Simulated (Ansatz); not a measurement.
Input, command and steps of an Ansatz relaxation.

```yaml
crystal:
  lattice:
    - [3.3917256607, 0.0, 0.0]
    - [-1.6958628303, 2.9373205849, 0.0]
    - [0.0, 0.0, 5.2695674963]
  atoms:
    - { symbol: Mn, position: [0.3333333333, 0.6666666667, -0.0024674017], spin: 4.46 }
    - { symbol: Mn, position: [0.6666666667, 0.3333333333, 0.4975325983], spin: 4.46 }
    - { symbol: O, position: [0.3333333333, 0.6666666667, 0.3888974017], spin: 0.23 }
    - { symbol: O, position: [0.6666666667, 0.3333333333, 0.8888974017], spin: 0.23 }
basis:
  ecutwfc: 500
kpoints:
  mp_grid: { grid: [12, 12, 8] }
hamiltonian:
  xc: r2scan
scf:
  occupations: { method: gaussian, width: 0.1 }
output:
  forces: true
  stress: true
  eigenvalues: true
  populations: true
magnetization:
  spin_polarized: true
relax:
  adjacent_minimum: "off"
  f_tol: 0.01
  max_steps: 30
  cell: { stress_tol: 0.1, fix: [volume] }
```

```bash
ansatz run input.yaml --threads 1 --pin off --max-ram 2560MiB --backend cpu --events-out ev --progress --plain --runs-dir out
```

These are results of DFT r2SCAN, scalar-relativistic, plane waves, PAW (Ansatz), not measurements.

The volume is held at 0.97 times that of the relaxed cell.

Of 5 frames 4 are shown, positions in Å and forces in eV/Å; the SCF threshold varies from step to step. Steps run on the plane waves of an earlier cell, with a Pulay correction in the pressure. The basis is chosen afresh for the last frame, the zero of the energies, and at times for earlier ones too; energy and pressure can step there, also at an unchanged geometry. Where two frames share a geometry here, they differ by under 2 meV/atom and 0.3 GPa.

```xyz
4
Lattice="3.3917 0.0000 0.0000 -1.6959 2.9373 0.0000 0.0000 0.0000 5.2696" Properties=species:S:1:pos:R:3:forces:R:3 pbc="T T T" step=1 free_energy_over_end_meV_per_atom=0.29 pressure_GPa=4.11
Mn    0.0000    1.9582   -0.0130    0.0000    0.0000   -0.0121
Mn    1.6959    0.9791    2.6218    0.0000    0.0000   -0.0121
O     0.0000    1.9582    2.0493    0.0000    0.0000    0.0123
O     1.6959    0.9791    4.6841    0.0000    0.0000    0.0123
4
Lattice="3.3947 0.0000 0.0000 -1.6973 2.9399 0.0000 0.0000 0.0000 5.2604" Properties=species:S:1:pos:R:3:forces:R:3 pbc="T T T" step=2 free_energy_over_end_meV_per_atom=0.23 pressure_GPa=4.07
Mn    0.0000    1.9599   -0.0146    0.0000    0.0000   -0.0166
Mn    1.6973    0.9800    2.6156    0.0000    0.0000   -0.0166
O     0.0000    1.9599    2.0474    0.0000    0.0000    0.0178
O     1.6973    0.9800    4.6777    0.0000    0.0000    0.0178
4
Lattice="3.4084 0.0000 0.0000 -1.7042 2.9517 0.0000 0.0000 0.0000 5.2182" Properties=species:S:1:pos:R:3:forces:R:3 pbc="T T T" step=3 free_energy_over_end_meV_per_atom=0.02 pressure_GPa=3.88
Mn    0.0000    1.9678   -0.0249    0.0000    0.0000   -0.0149
Mn    1.7042    0.9839    2.5842    0.0000    0.0000   -0.0149
O     0.0000    1.9678    2.0414    0.0000    0.0000    0.0151
O     1.7042    0.9839    4.6505    0.0000    0.0000    0.0151
4
Lattice="3.4130 0.0000 0.0000 -1.7065 2.9557 0.0000 0.0000 0.0000 5.2041" Properties=species:S:1:pos:R:3:forces:R:3 pbc="T T T" step=5 free_energy_over_end_meV_per_atom=0.00 pressure_GPa=3.78
Mn    0.0000    1.9705   -0.0304    0.0000    0.0000    0.0066
Mn    1.7065    0.9852    2.5717    0.0000    0.0000    0.0066
O     0.0000    1.9705    2.0414    0.0000    0.0000   -0.0064
O     1.7065    0.9852    4.6434    0.0000    0.0000   -0.0064
```

The run took 120 s on 1 thread of AMD EPYC 9R45 96-Core Processor (Zen 5) (shared host), peak memory 0.75 GiB.

The state reached may not be the lowest one. The program reads another magnetic order as possibly lower. Moments started parallel, and an antiferromagnetic order may lie lower.